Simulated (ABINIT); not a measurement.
The system is P.

```
P
1.0
     1.64774   -5.46504    0.00000
     1.64774    5.46504    0.00000
     0.00000    0.00000    4.54364
P
4
Direct
  0.90414 0.09586 0.58882
  0.09586 0.90414 0.41118
  0.59586 0.40414 0.08882
  0.40414 0.59586 0.91118
```

* Program: ABINIT 10.8.3 (patched build)
* Task: relaxation of cell and atoms
* Functional: LDA
* Potentials or basis: PseudoDojo NC SR LDA v0.4.1 standard
* Cutoff: 490 eV
* k mesh: 6 × 6 × 4
* Occupations: fermi-dirac, width 0.05 eV
* Spin: no spin polarisation

At the start: pressure -2.2 GPa; volume 20.46 Å³/atom.

Q: Where does the relaxation end?

A: Over 24 steps the energy falls by 39.4 meV/atom and the volume is 17.04 Å³/atom (-16.7 %); space group Cmce (No. 64, to 0.05 Å).

Step by step:
| step | energy change (eV) | largest force (eV/Å) | pressure (GPa) | volume (Å³) |
| --- | --- | --- | --- | --- |
| 1 | 0.0000 | 0.1861 | -2.22 | 81.83 |
| 2 | -0.0090 | 0.1944 | -1.91 | 81.28 |
| 3 | -0.0252 | 0.4151 | -1.29 | 73.66 |
| 4 | -0.0733 | 0.2935 | 0.73 | 73.66 |
| 5 | -0.0858 | 0.0900 | -0.05 | 74.32 |
| 6 | -0.1010 | 0.0527 | -0.34 | 74.08 |
| 7 | -0.1366 | 0.2138 | -0.47 | 71.25 |
| 8 | -0.1492 | 0.0935 | -0.58 | 69.14 |
| 9 | -0.1514 | 0.1153 | 0.65 | 68.45 |
| 10 | -0.1530 | 0.0451 | 0.30 | 68.65 |
| 11 | -0.1547 | 0.0138 | 0.22 | 68.43 |
| 12 | -0.1558 | 0.0295 | 0.22 | 68.27 |
| 13 | -0.1561 | 0.1150 | -0.35 | 68.08 |
| 14 | -0.1576 | 0.0120 | 0.00 | 68.04 |
| 15 | -0.1576 | 0.0065 | 0.01 | 68.09 |
| 16 | -0.1576 | 0.0188 | 0.11 | 68.10 |
| 17 | -0.1576 | 0.0040 | 0.01 | 68.09 |
| 18 | -0.1576 | 0.0030 | 0.02 | 68.10 |
| 19 | -0.1576 | 0.0018 | 0.03 | 68.12 |
| 20 | -0.1576 | 0.0020 | 0.02 | 68.14 |
| 21 | -0.1576 | 0.0060 | -0.02 | 68.19 |
| 22 | -0.1576 | 0.0014 | 0.01 | 68.16 |
| 23 | -0.1576 | 0.0011 | 0.01 | 68.17 |
| 24 | -0.1576 | 0.0001 | 0.00 | 68.18 |

Final structure:
```xyz
4
Lattice="1.6735 -5.0359 0.0000 1.6735 5.0359 0.0000 0.0000 0.0000 4.0448" Properties=species:S:1:pos:R:3 pbc="T T T"
P     1.6735   -3.9536    2.2979
P     1.6735    3.9536    1.7469
P     1.6735   -1.0823    0.2755
P     1.6735    1.0823    3.7693
```

Caveat: the volume moved by over 15 % at a fixed basis, so the end points are rough.
